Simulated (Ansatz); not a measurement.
The cell of KBr is invented: close-packed anion layers stacked A, repeated with a shift to B, with sites between them filled layer by layer (R3m, No. 160) (elements of the layers in order: Br). Its size is a rough estimate.

```xyz
2
Lattice="2.6340 1.5207 4.3337 -2.6340 1.5207 4.3337 0.0000 -3.0414 4.3337" Properties=species:S:1:pos:R:3 pbc="T T T"
K     0.0000    0.0000    3.2341
Br    0.0000    0.0000    0.0000
```

These are results of DFT PBE, scalar-relativistic, plane waves, PAW in Ansatz 0.2.0, not measurements. Cutoff 420 eV, Gaussian smearing, Γ-centred meshes. Cell and atoms relax on a converged mesh. The steps can't lower the symmetry of their start. No spin polarisation.

A guess keeps its type if space group and coordination stay and the shape of the cell changes little (axis ratios within about 15 %, angles within 6°); the volume may change.

**Question.** Does it keep its structure type, or change into something else?

**Answer.** It keeps its type. The symmetry stays R3m (No. 160). The volume per atom shrinks by 1.1 %, from 52.1 to 51.5 Å³. The shortest distance goes from 3.23 Å (K–Br) to 3.22 Å (K–Br). The ratio c/a of the conventional cell changes by a factor of 1.00. Counting neighbours within 15 % of an atom's shortest distance, the start has Br 4, K 4 and the end Br 4, K 4.

The last run used a 6×6×6 mesh for its 2-atom cell and Gaussian smearing of 0.02 eV. Symmetry constrained the relaxation, so the result can be a saddle point.
